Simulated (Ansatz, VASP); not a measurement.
**Two plane-wave programs on TiO2**

```xyz
6
Lattice="4.7884 0.0000 0.0000 0.0000 4.7884 0.0000 0.0000 0.0000 2.9358" Properties=species:S:1:pos:R:3 pbc="T T T"
Ti    0.0000    0.0000    0.0000
Ti    2.3942    2.3942    1.4679
O     1.4609    1.4609    0.0000
O     0.9333    3.8551    1.4679
O     3.3275    3.3275    0.0000
O     3.8551    0.9333    1.4679
```

Alike in both runs: task single point; functional PBE; k mesh 8 × 8 × 10; occupations gaussian, width 0.05 eV; no spin polarisation.

```csv
,VASP,Ansatz
version,VASP 6.6.1,Ansatz 0.2.0
potentials or method,"VASP PAW PBE potentials, release 64 (Ti_sv, O)","scalar-relativistic, plane waves, PAW"
plane-wave cutoff (eV),520,520
valence electrons in the cell,48,48
```

|  | VASP | Ansatz | Ansatz less VASP |
| --- | --- | --- | --- |
| gap on the k mesh at the Fermi level (eV) | 1.79 | 1.82 | +0.023 |
| least direct gap on the mesh (eV) | 1.79 | 1.82 | +0.023 |
| pressure (GPa) | -8.3 | -8.9 | -0.60 |
| largest component of the traceless stress (GPa) | 4.79 | 4.53 | -0.254 |
| rms of the force components (eV/Å) | 0.144 | 0.162 | +0.0176 |

Atom by atom the forces differ by 0.018 eV/Å (rms over components). With one functional, cell and mesh, what is left measures potentials, basis and numerics.

A k mesh can miss the band edges.
